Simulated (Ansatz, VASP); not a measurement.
**Two plane-wave programs on SiNi2**

```xyz
6
Lattice="3.8685 0.0000 0.0000 -1.9342 3.3502 0.0000 0.0000 0.0000 4.9170" Properties=species:S:1:pos:R:3 pbc="T T T"
Si    0.0000    2.2335    3.6877
Si    1.9342    1.1167    1.2292
Ni    0.0000    0.0000    0.0000
Ni    0.0000    0.0000    2.4585
Ni    0.0000    2.2335    1.2292
Ni    1.9342    1.1167    3.6877
```

Alike in both runs: functional PBEsol; k mesh 12 × 12 × 8; occupations gaussian, width 0.1 eV; no spin polarisation.

Ansatz relaxed the structure, and its values are those at the end. VASP's run is a single point on that final structure, the one shown.

```csv
,VASP,Ansatz
version,VASP 6.6.1,Ansatz 0.2.0
potentials or method,"VASP PAW PBE potentials, release 64 (Si, Ni)","scalar-relativistic, plane waves, PAW"
plane-wave cutoff (eV),520,420
valence electrons in the cell,48,80
```

Ansatz gave:

```
gap on the k mesh at the Fermi level (eV) : none
pressure (GPa)                            : 0.0
```

Question: What did VASP give for the same quantities?

Answer: gap on the k mesh at the Fermi level (eV): none; pressure (GPa): 0.3.

A gap of «none» marks a metal or a gap that the smearing closes. With one functional, cell and mesh, what is left measures potentials, basis and numerics. The two sets of potentials don't hold the same shells in valence.

Caveats: the PAW data sets were made with another functional, which shifts forces and pressure a little (VASP). Spin polarisation is off, so any magnetic state and its effect on volume and gap are missing.
